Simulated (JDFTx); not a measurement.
# W (Im-3m) in JDFTx: reference runs

How does W come out in PBEsol? The cell is run as given and disturbed.

All numbers are computed with JDFTx 1.7.0 (patched build); they aren't measurements. Logs are shortened: lines on timing, memory, paths and dates and some standing lists are left out, and cuts for length are marked. The log counts tension as positive stress, the text compression.

## (1) Starting point

The structure is cubic, space group Im-3m (No. 229). Conventional cell: a = 3.165 Å, b = 3.165 Å, c = 3.165 Å, α = 90.00°, β = 90.00°, γ = 90.00°. W (site symmetry m-3m) has 8 W at 2.74 Å as nearest neighbours.

## (2) Single point, PBEsol

File W.in:

```
lattice \
   -2.9901986847     2.9901986847     2.9901986847 \
    2.9901986847    -2.9901986847     2.9901986847 \
    2.9901986847     2.9901986847    -2.9901986847
coords-type Lattice
ion W      0.0000000000     0.0000000000     0.0000000000 1

ion-species pseudo/W.upf
elec-cutoff 37
elec-ex-corr gga-PBEsol
kpoint-folding 12 12 12
elec-smearing Fermi 0.0018374661
elec-n-bands 13
electronic-SCF nIterations 100 energyDiffThreshold 1e-09
electronic-minimize nIterations 30 energyDiffThreshold 1e-7
converge-empty-states yes
forces-output-coords Cartesian

dump-name run.$VAR
dump End Ecomponents EigStats BandEigs Kpoints Forces Stress ElecDensity Dtot KEdensity
```

Potentials or basis: PseudoDojo-SR-PBEsol-0.4.1-standard with smoothed tails.

Started as:

```
$ jdftx -c 1 -i W.in -o W.out
```

The log of the run:

```text
*************** JDFTx 1.7.0 (patched build) ***************

Input parsed successfully to the following command list (including defaults):

basis kpoint-dependent
converge-empty-states yes
coords-type Lattice
core-overlap-check vector
coulomb-interaction Periodic
davidson-band-ratio 1.1
dump End Forces ElecDensity KEdensity Dtot BandEigs EigStats Ecomponents Stress Kpoints
dump-name run.$VAR
elec-cutoff 37
elec-eigen-algo Davidson
elec-ex-corr gga-PBEsol
elec-n-bands 13 1
elec-smearing Fermi 0.00183747
electronic-minimize  \
	dirUpdateScheme      FletcherReeves \
	linminMethod         DirUpdateRecommended \
	nIterations          30 \
	history              15 \
	knormThreshold       0 \
	maxThreshold         no \
	energyDiffThreshold  1e-07 \
	nEnergyDiff          2 \
	convergeAll          no \
	alphaTstart          1 \
	alphaTmin            1e-10 \
	updateTestStepSize   yes \
	alphaTreduceFactor   0.1 \
	alphaTincreaseFactor 3 \
	nAlphaAdjustMax      3 \
	wolfeEnergy          0.0001 \
	wolfeGradient        0.9 \
	abortOnFailedStep    no \
	fdTest               no
electronic-scf  \
	nIterations	100 \
	energyDiffThreshold	1e-09 \
	residualThreshold	1e-07 \
	mixFraction	0.5 \
	qMetric	0.8 \
	history	10 \
	nEigSteps	2 \
	eigDiffThreshold	1e-08 \
	mixedVariable	Density \
	qKerker	0.8 \
	qKappa	-1 \
	verbose	no \
	mixFractionMag	1.5
exchange-regularization WignerSeitzTruncated
fluid None
fluid-ex-corr lda-TF lda-PZ
fluid-gummel-loop 10 1.000000e-05
fluid-minimize  \
	dirUpdateScheme      PolakRibiere \
	linminMethod         DirUpdateRecommended \
	nIterations          100 \
	history              15 \
	knormThreshold       0 \
	maxThreshold         no \
	energyDiffThreshold  0 \
	nEnergyDiff          2 \
	convergeAll          no \
	alphaTstart          1 \
	alphaTmin            1e-10 \
	updateTestStepSize   yes \
	alphaTreduceFactor   0.1 \
	alphaTincreaseFactor 3 \
	nAlphaAdjustMax      3 \
	wolfeEnergy          0.0001 \
	wolfeGradient        0.9 \
	abortOnFailedStep    no \
	fdTest               no
fluid-solvent H2O 55.338 ScalarEOS \
	epsBulk 78.4 \
	pMol 0.92466 \
	epsInf 1.77 \
	Pvap 1.06736e-10 \
	sigmaBulk 4.62e-05 \
	Rvdw 2.61727 \
	Res 1.42 \
	tauNuc 343133 \
	poleEl 15 7 1
forces-output-coords Cartesian
ion W   0.000000000000000   0.000000000000000   0.000000000000000 1
ion-species pseudo/W.upf
ion-width 0
ionic-minimize  \
	dirUpdateScheme      L-BFGS \
	linminMethod         DirUpdateRecommended \
	nIterations          0 \
	history              15 \
	knormThreshold       0.0001 \
	maxThreshold         no \
	energyDiffThreshold  1e-06 \
	nEnergyDiff          2 \
	convergeAll          no \
	alphaTstart          1 \
	alphaTmin            1e-10 \
	updateTestStepSize   yes \
	alphaTreduceFactor   0.1 \
	alphaTincreaseFactor 3 \
	nAlphaAdjustMax      3 \
	wolfeEnergy          0.0001 \
	wolfeGradient        0.9 \
	abortOnFailedStep    no \
	fdTest               no
kpoint   0.000000000000   0.000000000000   0.000000000000  1.00000000000000
kpoint-folding 12 12 12
latt-move-scale 1 1 1
latt-scale 1 1 1
lattice  \
	  -2.990198684700000    2.990198684700000    2.990198684700000  \
	   2.990198684700000   -2.990198684700000    2.990198684700000  \
	   2.990198684700000    2.990198684700000   -2.990198684700000
lattice-minimize  \
	dirUpdateScheme      L-BFGS \
	linminMethod         DirUpdateRecommended \
	nIterations          0 \
	history              15 \
	knormThreshold       0 \
	maxThreshold         no \
	energyDiffThreshold  1e-06 \
	nEnergyDiff          2 \
	convergeAll          no \
	alphaTstart          1 \
	alphaTmin            1e-10 \
	updateTestStepSize   yes \
	alphaTreduceFactor   0.1 \
	alphaTincreaseFactor 3 \
	nAlphaAdjustMax      3 \
	wolfeEnergy          0.0001 \
	wolfeGradient        0.9 \
	abortOnFailedStep    no \
	fdTest               no
lcao-params -1 1e-06 0.00183747
pcm-variant GLSSA13
perturb-minimize  \
	nIterations            0 \
	algorithm              MINRES \
	residualTol            0.0001 \
	residualDiffThreshold  0.0001 \
	CGBypass               no \
	recomputeResidual      no
spintype no-spin
subspace-rotation-factor 1 yes
symmetries automatic
symmetry-threshold 0.0001

---------- Setting up symmetries ----------
[... 5 lines left out ...]
---------- Initializing the Grid ----------
R =
[      -2.9902       2.9902       2.9902  ]
[       2.9902      -2.9902       2.9902  ]
[       2.9902       2.9902      -2.9902  ]
unit cell volume = 106.945
G =
[ -2.73906e-17    1.05063    1.05063  ]
[    1.05063 -2.73906e-17    1.05063  ]
[    1.05063    1.05063 -2.73906e-17  ]
Minimum fftbox size, Smin = [  32  32  32  ]
Chosen fftbox size, S = [  32  32  32  ]

---------- Exchange Correlation functional ----------
Initalized PBEsol GGA exchange.
Initalized PBEsol GGA correlation.

---------- Setting up pseudopotentials ----------
Width of ionic core gaussian charges (only for fluid interactions / plotting) set to 0

Reading pseudopotential file 'pseudo/W.upf':
  'W' pseudopotential, 'PBESOL' functional
  Generated using ONCVPSP code by D. R. Hamann
  14 valence electrons, 4 orbitals, 8 projectors, 1001 radial grid points, with lMax = 3
    5S    l: 0   occupation:  2.0   eigenvalue: -2.907164
    5P    l: 1   occupation:  6.0   eigenvalue: -1.588366
    5D    l: 2   occupation:  4.0   eigenvalue: -0.165815
    6S    l: 0   occupation:  2.0   eigenvalue: -0.211168
  Core radius for overlap checks: 2.00 bohrs.

Initialized 1 species with 1 total atoms.

Folded 1 k-points by 12x12x12 to 1728 k-points.

---------- Setting up k-points, bands, fillings ----------
Reduced to 72 k-points under symmetry.
Computing the number of bands and number of electrons
Calculating initial fillings.
nElectrons:  14.000000   nBands: 13   nStates: 72

----- Setting up reduced wavefunction bases (one per k-point) -----
average nbasis = 1149.168 , ideal nbasis = 1149.626

---------- Setting up ewald sum ----------
Optimum gaussian width for ewald sums = 1.867016 bohr.
Real space sum over 2197 unit cells with max indices [  6  6  6  ]
Reciprocal space sum over 2197 terms with max indices [  6  6  6  ]

---------- Allocating electronic variables ----------
Initializing wave functions:  linear combination of atomic orbitals
Note: number of bands (13) exceeds available atomic orbitals (10)
W pseudo-atom occupations:   s ( 2 2 )  p ( 6 )  d ( 4 )
	FillingsUpdate:  mu: +0.832431820  nElectrons: 14.000000
LCAOMinimize: Iter:   0  F: -69.0661902063002486  |grad|_K:  5.345e-04  alpha:  1.000e+00
	FillingsUpdate:  mu: +0.837015456  nElectrons: 14.000000
LCAOMinimize: Iter:   1  F: -69.0673974940041262  |grad|_K:  1.160e-05  alpha:  7.104e-01  linmin: -7.440e-02  cgtest:  5.085e-01
LCAOMinimize: Encountered beta<0, resetting CG.
	FillingsUpdate:  mu: +0.837078030  nElectrons: 14.000000
LCAOMinimize: Iter:   2  F: -69.0673982260102122  |grad|_K:  1.606e-06  alpha:  8.946e-01  linmin:  2.156e-03  cgtest: -9.407e-03
	FillingsUpdate:  mu: +0.837065725  nElectrons: 14.000000
LCAOMinimize: Iter:   3  F: -69.0673982383385976  |grad|_K:  2.567e-08  alpha:  7.864e-01  linmin:  1.046e-03  cgtest:  8.624e-02
LCAOMinimize: Encountered beta<0, resetting CG.
LCAOMinimize: Converged (|Delta F|<1.000000e-06 for 2 iters).

-------- Electronic minimization -----------
Will mix electronic density at each iteration.
	FillingsUpdate:  mu: +0.837065725  nElectrons: 14.000000
	FillingsUpdate:  mu: +0.823172455  nElectrons: 14.000000
SCF: Cycle:  0   F: -69.089091594412082   dF: -2.169e-02   |Residual|: 2.648e-02   |deigs|: 1.389e-01
	FillingsUpdate:  mu: +0.820500354  nElectrons: 14.000000
SCF: Cycle:  1   F: -69.089692019838026   dF: -6.004e-04   |Residual|: 1.143e-02   |deigs|: 7.801e-03
	FillingsUpdate:  mu: +0.819075135  nElectrons: 14.000000
SCF: Cycle:  2   F: -69.089763814728002   dF: -7.179e-05   |Residual|: 2.213e-03   |deigs|: 2.979e-03
	FillingsUpdate:  mu: +0.819287351  nElectrons: 14.000000
SCF: Cycle:  3   F: -69.089765722626566   dF: -1.908e-06   |Residual|: 5.679e-04   |deigs|: 5.899e-04
	FillingsUpdate:  mu: +0.819211448  nElectrons: 14.000000
SCF: Cycle:  4   F: -69.089766333947324   dF: -6.113e-07   |Residual|: 1.066e-04   |deigs|: 2.304e-04
	FillingsUpdate:  mu: +0.819203027  nElectrons: 14.000000
SCF: Cycle:  5   F: -69.089766436844258   dF: -1.029e-07   |Residual|: 7.471e-05   |deigs|: 1.287e-04
	FillingsUpdate:  mu: +0.819207509  nElectrons: 14.000000
SCF: Cycle:  6   F: -69.089766475988597   dF: -3.914e-08   |Residual|: 1.681e-05   |deigs|: 2.137e-04
	FillingsUpdate:  mu: +0.819205038  nElectrons: 14.000000
SCF: Cycle:  7   F: -69.089766482428033   dF: -6.439e-09   |Residual|: 3.533e-05   |deigs|: 1.946e-04
	FillingsUpdate:  mu: +0.819206235  nElectrons: 14.000000
SCF: Cycle:  8   F: -69.089766485123377   dF: -2.695e-09   |Residual|: 7.281e-06   |deigs|: 3.424e-04
	FillingsUpdate:  mu: +0.819206304  nElectrons: 14.000000
SCF: Cycle:  9   F: -69.089766485544587   dF: -4.212e-10   |Residual|: 7.103e-06   |deigs|: 1.722e-04
	FillingsUpdate:  mu: +0.819206438  nElectrons: 14.000000
SCF: Cycle: 10   F: -69.089766485714307   dF: -1.697e-10   |Residual|: 5.634e-06   |deigs|: 2.175e-04
SCF: Converged (|Delta E|<1.000000e-09 for 2 iters).

Setting wave functions to eigenvectors of Hamiltonian
Converging empty states (this may take a while):
EmptyStates: None of the convergence criteria satisfied.
|deigs|: 7.818e-04

# Stress tensor in Cartesian coordinates [Eh/a0^3]:
[  9.53621e-05            0            0  ]
[            0  9.53621e-05            0  ]
[            0            0  9.53621e-05  ]

# Ionic positions in lattice coordinates:
ion W   0.000000000000000   0.000000000000000   0.000000000000000 1

# Forces in Cartesian coordinates:
force W  -0.000000000000000  -0.000000000000000  -0.000000000000000 1

# Energy components:
   Eewald =      -59.6356489414396407
       EH =        8.0071374662532087
     Eloc =      -40.6834631992705908
      Enl =       12.6516514852463811
      Exc =      -16.4721408923309589
 Exc_core =        6.7416910340152629
       KE =       20.3011887739801509
-------------------------------------
     Etot =      -69.0895842735461940
       TS =        0.0001822121681109
-------------------------------------
        F =      -69.0897664857143070

IonicMinimize: Iter:   0  F: -69.089766485714307  |grad|_K:  0.000e+00
IonicMinimize: Converged (|grad|_K<1.000000e-04).

#--- Lowdin population analysis ---
# oxidation-state W +0.144

Dumping 'run.eigStats' ...
	eMin: -1.903111 at state 0 ( [ +0.000000 +0.000000 +0.000000 ] spin 0 )
	HOMO: +0.817961 at state 11 ( [ +0.000000 +0.083333 +0.416667 ] spin 0 )
	mu  : +0.819207
	LUMO: +0.819478 at state 28 ( [ +0.083333 +0.166667 -0.166667 ] spin 0 )
	eMax: +1.595887 at state 64 ( [ +0.250000 -0.416667 -0.416667 ] spin 0 )
	HOMO-LUMO gap: +0.001517
	Optical gap  : +0.020652 at state 59 ( [ +0.250000 +0.333333 -0.333333 ] spin 0 )
WARNING: the last solve of the electrons (or of bands or displaced states from it) ended unconverged.
Done!
```

Run time: 20 s. Hardware: 1 thread of AMD EPYC 9R45 (Zen 5), shared host; peak memory 0.1 GiB.

What came out:

- Free energy: -1880.0283 eV
- Pressure: -2.8 GPa
- Band gap on the k mesh: none (metal or under the smearing width)

Caveat: the empty levels aren't tightly converged.

## (3) Single point, PBEsol (cell strained at random at fixed volume)

File W.in:

```
lattice \
   -2.9192508070     2.9690356418     2.9209421119 \
    3.0520513105    -2.9200936249     2.9217868195 \
    3.0821905524     3.0000177016    -2.9502328669
coords-type Lattice
ion W      0.0109310000     0.0077030000     0.0229730000 1

ion-species pseudo/W.upf
elec-cutoff 37
elec-ex-corr gga-PBEsol
kpoint-folding 12 12 12
elec-smearing Fermi 0.0018374661
elec-n-bands 13
electronic-SCF nIterations 100 energyDiffThreshold 1e-09
electronic-minimize nIterations 30 energyDiffThreshold 1e-7
converge-empty-states yes
forces-output-coords Cartesian

dump-name run.$VAR
dump End Ecomponents EigStats BandEigs Kpoints Forces Stress
```

Potentials or basis: PseudoDojo-SR-PBEsol-0.4.1-standard with smoothed tails.

Started as:

```
$ jdftx -c 1 -i W.in -o W.out
```

Wall time 3.8 min (1 thread of AMD EPYC 9R45 (Zen 5), shared host); peak memory 0.74 GiB.

Results (log left out):

| Property | Result |
| --- | --- |
| Free energy | -1880.0059 eV |
| Pressure | -2.6 GPa |
| Band gap on the k mesh | none (metal or under the smearing width) |

Stress tensor (GPa, compression positive):
```
 3.02  0.60 -2.03
 0.60 -2.70 -5.94
-2.03 -5.94 -8.09
```

Levels at points of the mesh, in eV from the Fermi level:
```tsv
k point	band 4	band 5	band 6	band 7	band 8	band 9
(0.00, 0.00, 0.00)	-37.59	-9.61	-1.55	-1.41	-0.66	2.10
(0.00, 0.00, 0.50)	-37.68	-6.23	-3.75	0.88	2.46	3.31
(0.00, 0.50, 0.00)	-37.64	-6.25	-3.56	0.61	2.21	3.36
(0.00, 0.50, 0.50)	-37.71	-6.21	-3.20	1.00	1.61	2.66
(0.50, 0.00, 0.00)	-37.60	-6.29	-3.44	0.28	2.19	3.40
(0.50, 0.00, 0.50)	-37.68	-6.22	-3.48	0.89	1.98	3.09
(0.50, 0.50, 0.00)	-37.66	-6.23	-3.77	0.89	2.48	3.34
(0.50, 0.50, 0.50)	-38.50	-5.83	-5.77	4.66	5.26	5.72
```

The run has no spin-orbit coupling, so splittings on W are missing.
